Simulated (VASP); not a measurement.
A run of VASP 6.6.1 is set up as follows.

The input INCAR:

```
SYSTEM = ZrB2
PREC = Accurate ; ENCUT = 350
EDIFF = 1E-6 ; ISMEAR = 0
SIGMA = 0.02 ; LREAL = .FALSE.
LASPH = .TRUE. ; NELM = 60
ALGO = Fast ; ISIF = 2
LWAVE = .FALSE. ; LCHARG = .FALSE.
GGA = PE
```

Contents of KPOINTS:

```
Automatic mesh
0
G
  5 5 4
  0 0 0
```

File POSCAR:

```
ZrB2
1.0
    3.1700000000      0.0000000000      0.0000000000
   -1.5850000000      2.7453005300      0.0000000000
    0.0000000000      0.0000000000      3.5330000000
Zr B
1 2
Direct
    0.0000000000      0.0000000000      0.0000000000
    0.6666666667      0.3333333333      0.5000000000
    0.3333333333      0.6666666667      0.5000000000
```

Potentials or basis: VASP PAW PBE potentials, release 64 (Zr_sv_GW, B_GW).

Run with:

```sh
$ cat potpaw_PBE.64/Zr_sv_GW/POTCAR potpaw_PBE.64/B_GW/POTCAR > POTCAR
$ mpirun -np 1 vasp_std > vasp.out
```

Estimate the band gap on the k mesh.

none (metal or under the smearing width).

Caveat: the k mesh is coarse (spacing up to 0.46 Å⁻¹), so the values aren't converged.
